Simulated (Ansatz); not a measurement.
# InP: the cost of one run

Computed with Ansatz 0.2.0 (DFT PBE, scalar-relativistic, plane waves, PAW, unless a step's input says otherwise).

1 further run of the same task is left out (it didn't finish).

## Step 1: The structure to begin with

Symmetry: Fm-3m, No. 225, cubic system. Conventional cell: a = 5.710 Å, b = 5.710 Å, c = 5.710 Å, α = 90.00°, β = 90.00°, γ = 90.00°. In (site symmetry m-3m) has 6 P at 2.85 Å as nearest neighbours. P (site symmetry m-3m) has 6 In at 2.85 Å as nearest neighbours.

Structure file:

```
CELL_PARAMETERS angstrom
0.00000 2.85500 2.85500
2.85500 0.00000 2.85500
2.85500 2.85500 0.00000
ATOMIC_POSITIONS crystal
In 0.00000 0.00000 0.00000
P 0.50000 0.50000 0.50000
```

The structure comes from the Crystallography Open Database.

## Step 2: The base run

input.yaml reads:

```yaml
crystal:
  lattice:
    - [0.0, 2.855, 2.855]
    - [2.855, 0.0, 2.855]
    - [2.855, 2.855, 0.0]
  atoms:
    - { symbol: In, position: [0.0, 0.0, 0.0] }
    - { symbol: P, position: [0.5, 0.5, 0.5] }
basis:
  ecutwfc: 500
  fft_grid_basis: typed
kpoints:
  mp_grid: { grid: [10, 10, 10] }
hamiltonian:
  xc: pbe
  pseudopotentials: { kind: paw }
scf:
  occupations: { method: gaussian, width: 0.05 }
output:
  forces: true
  stress: true
  eigenvalues: true
  bader: true
  write_density: true
  volumetric_format: npy
  elf: true
```

On the command line:

```
ansatz run input.yaml --threads 2 --pin off --max-ram 4096MiB --backend cpu --events-out ev --progress --plain --runs-dir out
```

**Question.** How long does this run take on 2 threads of Arm Neoverse V1, shared host, and how much memory does it need?

About 6 s, with a peak of 0.34 GiB.
